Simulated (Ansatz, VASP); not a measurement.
**One calculation of TaN, two programs**

Contents of INCAR:

```
SYSTEM = TaN
PREC     = Accurate       ! precision mode
ENCUT    = 520            ! plane-wave cutoff, eV
EDIFF    = 1E-6           ! SCF threshold, eV
ISMEAR   = -1             ! smearing method
SIGMA    = 0.05           ! smearing width, eV
LREAL    = .FALSE.        ! projectors in reciprocal space
LASPH    = .TRUE.         ! aspherical terms in the spheres
NELM     = 80             ! most SCF steps
ALGO     = Normal         ! electronic algorithm
ISIF     = 2              ! what is computed and relaxed
LWAVE    = .FALSE.        ! write WAVECAR
LCHARG   = .FALSE.        ! write CHGCAR
GGA      = PE             ! functional
NBANDS   = 24             ! bands
```

Contents of KPOINTS:

```
regular mesh
0
G
  10 10 6
  0 0 0
```

The input POSCAR:

```
TaN
1.0
    3.0295316109      0.0000000000      0.0000000000
   -1.5147658054      2.6236513383      0.0000000000
    0.0000000000      0.0000000000      4.9068461583
Ta N
2 2
Direct
    0.3333333333      0.6666666667      0.0000000000
    0.6666666667      0.3333333333      0.5000000000
    0.3333333333      0.6666666667      0.3850000000
    0.6666666667      0.3333333333      0.8850000000
```

input.yaml

```yaml
crystal:
  lattice:
    - [3.0295316109, 0.0, 0.0]
    - [-1.5147658054, 2.6236513383, 0.0]
    - [0.0, 0.0, 4.9068461583]
  atoms:
    - { symbol: Ta, position: [0.3333333333, 0.6666666667, 0.0] }
    - { symbol: Ta, position: [0.6666666667, 0.3333333333, 0.5] }
    - { symbol: "N", position: [0.3333333333, 0.6666666667, 0.385] }
    - { symbol: "N", position: [0.6666666667, 0.3333333333, 0.885] }
hamiltonian:
  xc: pbe
  pseudopotentials: { kind: paw }
kpoints:
  mp_grid: { grid: [10, 10, 6] }
scf:
  occupations: { method: fermi_dirac, width: 0.05 }
output:
  forces: true
  stress: true
  eigenvalues: true
  write_density: true
  write_potential: true
  elf: true
  volumetric_format: npy
```

Alike in both runs: task single point; functional PBE; k mesh 10 × 10 × 6; occupations fermi-dirac, width 0.05 eV; no spin polarisation.

|  | VASP | Ansatz |
| --- | --- | --- |
| version | VASP 6.6.1 | Ansatz 0.2.0 |
| potentials or method | VASP PAW PBE potentials, release 64 (Ta_pv, N) | Ansatz PAW |
| plane-wave cutoff (eV) | 520 | 420 |
| valence electrons in the cell | 32 | 36 |

```csv
,VASP,Ansatz,Ansatz less VASP
gap on the k mesh at the Fermi level (eV),none,none,-
rms of the force components (eV/Å),1.451,1.424,-0.0277
```

Atom by atom the forces differ by 0.028 eV/Å (rms over components). A gap of «none» marks a metal or a gap that the smearing closes. With one functional, cell and mesh, what is left measures potentials, basis and numerics. The two sets of potentials don't hold the same shells in valence.

Caveats: forces of over 1 eV/Å show positions far from the minimum, so gaps and moduli don't describe the material at rest. Spin-orbit coupling is left out, which matters for the levels of Ta.
